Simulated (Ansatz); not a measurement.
**Electric field gradients in KTaO$_{3}$**

```
K Ta O
1.0
     3.98830    0.00000    0.00000
     0.00000    3.98830    0.00000
     0.00000    0.00000    3.98830
K Ta O
1 1 3
Direct
  0.50000 0.50000 0.50000
  0.00000 0.00000 0.00000
  0.50000 0.00000 0.00000
  0.00000 0.50000 0.00000
  0.00000 0.00000 0.50000
```

Atom numbers follow the list: K1, Ta2, O3, O4, O5.

The cell comes from COD entry 2102087, which wasn't checked; take it as a given geometry.

Methods: DFT, PBE, all-electron PAW with datasets made for the crystal, scalar-relativistic (Ansatz 0.2.0); DFT, PBE, PAW with Ansatz's default frozen-core files, scalar-relativistic (Ansatz 0.2.0).

For the crystal-made all-electron datasets (AE datasets): a Γ-centred 5×5×5 k mesh, Fermi–Dirac smearing of 0.01 eV, cutoff 540 eV (chosen by the program for this cell), no spin polarisation. PAW takes a cutoff of 420 eV at this cell. The Ansatz runs share mesh, smearing and spin set-up.

No spin–orbit coupling: at heavy atoms the gradients can be off by tens of per cent for that reason.

Vzz is the principal value of largest size of the traceless field-gradient tensor, in 10²¹ V/m², and η = (Vxx − Vyy)/Vzz with |Vzz| ≥ |Vyy| ≥ |Vxx|.

```json
{"site": "K1", "site symmetry": "m-3m", "Vzz (η), AE datasets": "0 (under 0.004)", "Vzz (η), PAW": "0 (under 0.004)"}
{"site": "Ta2", "site symmetry": "m-3m", "Vzz (η), AE datasets": "0 (under 0.004)", "Vzz (η), PAW": "0 (under 0.004)"}
{"site": "O3", "site symmetry": "4/mm.m", "Vzz (η), AE datasets": "2.09 (η = 0.00)", "Vzz (η), PAW": "2.21 (η = 0.00)"}
```

The Cartesian tensor at O3 from AE datasets, in 10²¹ V/m²:

```
 2.09  0.00  0.00
 0.00 -1.05  0.00
 0.00  0.00 -1.05
```

Q: Taking Q(O-17) = -0.0256 b, what quadrupole coupling constant follows at O3 from AE datasets?

A: Cq = eQVzz/h = 24.180 MHz × -0.0256 × (2.09) = -1.29 MHz.
